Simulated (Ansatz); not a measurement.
Eu (Cmcm); spiral at q = 0.

```
Eu
1.0
     1.99707   -3.47971    0.00000
     1.99707    3.47971    0.00000
     0.00000    0.00000    6.34073
Eu
2
Direct
  0.83687 0.16313 0.75000
  0.16313 0.83687 0.25000
```

The source of the geometry is a structure from the Materials Project; atoms and cell stay fixed.

Settings: PBE, 8×8×5 k mesh, Fermi–Dirac smearing of 0.08 eV. LAPW is all-electron LAPW in Ansatz 0.2.0. Site moments are integrated in spheres about the atoms. Start moments (μB): Eu1 7.2, Eu2 7.2.

Iteration by iteration:

| iteration | Harris–Foulkes energy less the last (meV) | density residual (eV) | ∫|m| (μB) |
| --- | --- | --- | --- |
| 1 | -194.178 | 1.2e-01 | 14.0122 |
| 2 | -1234.180 | 5.0e-03 | 15.0163 |
| 3 | -169.016 | 1.3e-03 | 15.0006 |
| 4 | 43.362 | 1.9e-02 | 14.6471 |
| 5 | 47.019 | 1.2e-03 | 14.9511 |
| 6 | -6.524 | 2.2e-04 | 15.0742 |
| 7 | 0.697 | 1.2e-03 | 15.0099 |
| 8 | 1.995 | 8.7e-05 | 15.0803 |
| 9 | 0.469 | 7.6e-05 | 15.1139 |
| 10 | 0.070 | 4.8e-05 | 15.1188 |
| 11 | -0.103 | 3.5e-05 | 15.1203 |
| 12 | -0.791 | 8.0e-05 | 15.1533 |
| 13 | 0.082 | 1.0e-05 | 15.1334 |
| 14 | 0.009 | 4.0e-06 | 15.1465 |
| 15 | -0.003 | 1.7e-06 | 15.1520 |
| 16 | 0.000 | 2.4e-07 | 15.1521 |
| 17 | 0.000 | 3.6e-08 | 15.1522 |
| 18 | 0.000 | 8.4e-09 | 15.1522 |
| 19 | 0.000 | 4.2e-10 | 15.1522 |

Site moments (μB): Eu1 7.34, Eu2 7.34. Cell moment 15.15 μB in the turning frame.

Without U a semilocal functional puts the f levels too near the Fermi level, which can change moments and the order of magnetic states; site and cell moments are spin moments. Spin–orbit coupling is left out although heavy atoms are present. In at least one run the program's final test of stability wasn't made or came to no verdict. With open f shells a run can end in a state that isn't the lowest. None of this fixes the real material's magnetic order: only patterns that fit the cell were computed, at zero temperature, with a functional that can overstate moments.
